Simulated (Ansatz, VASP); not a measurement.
## One calculation of Sn, two programs

The input INCAR:

```
PREC = Accurate ; ENCUT = 520
EDIFF = 1E-6 ; ISMEAR = -1
SIGMA = 0.01 ; LREAL = F
LASPH = T ; NELM = 80
ALGO = Fast ; ISIF = 2
LWAVE = F ; LCHARG = F
GGA = B5 ; ALDAX = 1.0
AGGAX = 1.0 ; AGGAC = 1.0
ALDAC = 0.0 ; NBANDS = 21
```

File KPOINTS:

```
Automatic mesh
0
Gamma
  7 7 5
```

The input POSCAR:

```
Sn
1.0
   -2.8795140000      2.8657100000      1.6345780000
    2.8349560000     -2.8860070000      1.5899750000
    3.0050420000      3.0115340000     -1.6718910000
Sn
2
Direct
    0.0000000000      0.0000000000      0.0000000000
    0.7500000000      0.2500000000      0.5000000000
```

The input input.yaml:

```yaml
crystal:
  lattice:
    - [-2.879514, 2.86571, 1.634578]
    - [2.834956, -2.886007, 1.589975]
    - [3.005042, 3.011534, -1.671891]
  atoms:
    - { symbol: Sn, position: [0.0, 0.0, 0.0] }
    - { symbol: Sn, position: [0.75, 0.25, 0.5] }
hamiltonian:
  xc: blyp
  pseudopotentials: { kind: paw }
kpoints:
  mp_grid: { grid: [7, 7, 5] }
  band_path:
    path:
      - [[0.5, -0.5, 0.0], [0.0, 0.0, 0.0], [0.0, 0.0, 0.5]]
      - [[0.5, -0.5, 0.5], [0.0, 0.0, 0.0], [-0.5, 0.0, 0.0]]
      - [[0.0, -0.5, 0.0], [0.0, 0.0, 0.0], [-0.5, 0.0, 0.5]]
      - [[0.0, -0.5, 0.5], [0.0, 0.0, 0.0]]
    npoints: 14
scf:
  occupations: { method: fermi_dirac, width: 0.01 }
  n_extra_bands: 6
output:
  forces: true
  stress: true
  eigenvalues: true
  fatbands: true
```

Change from the starting cell: cell strained at random at fixed volume.

Alike in both runs: functional BLYP; k mesh 7 × 7 × 5; occupations fermi-dirac, width 0.01 eV; no spin polarisation.

|  | VASP | Ansatz |
| --- | --- | --- |
| version | VASP 6.6.1 | Ansatz 0.2.0 |
| potentials or method | VASP PAW PBE potentials, release 64 (Sn_d) | Ansatz PAW |
| plane-wave cutoff (eV) | 520 | 420 |
| valence electrons in the cell | 28 | 28 |
| task | single point | band structure |

Ansatz gave:

| Property | Result |
| --- | --- |
| gap on the k mesh at the Fermi level (eV) | none |
| pressure (GPa) | 5.8 |
| largest component of the traceless stress (GPa) | 1.16 |
| rms of the force components (eV/Å) | 0.038 |

Estimate VASP's values.

gap on the k mesh at the Fermi level (eV): none; pressure (GPa): 5.8; largest component of the traceless stress (GPa): 1.16; rms of the force components (eV/Å): 0.037.

Atom by atom the forces differ by 0.002 eV/Å (rms over components). A gap of «none» marks a metal or a gap that the smearing closes.

Caveats: the PAW data sets were made with another functional, which shifts forces and pressure a little (VASP); spin-orbit coupling is left out, which moves the levels of the heavy elements (Ansatz); the PAW data sets come from PBE, with cores solved anew for the run's functional, which leaves a small shift of forces and pressure (Ansatz).
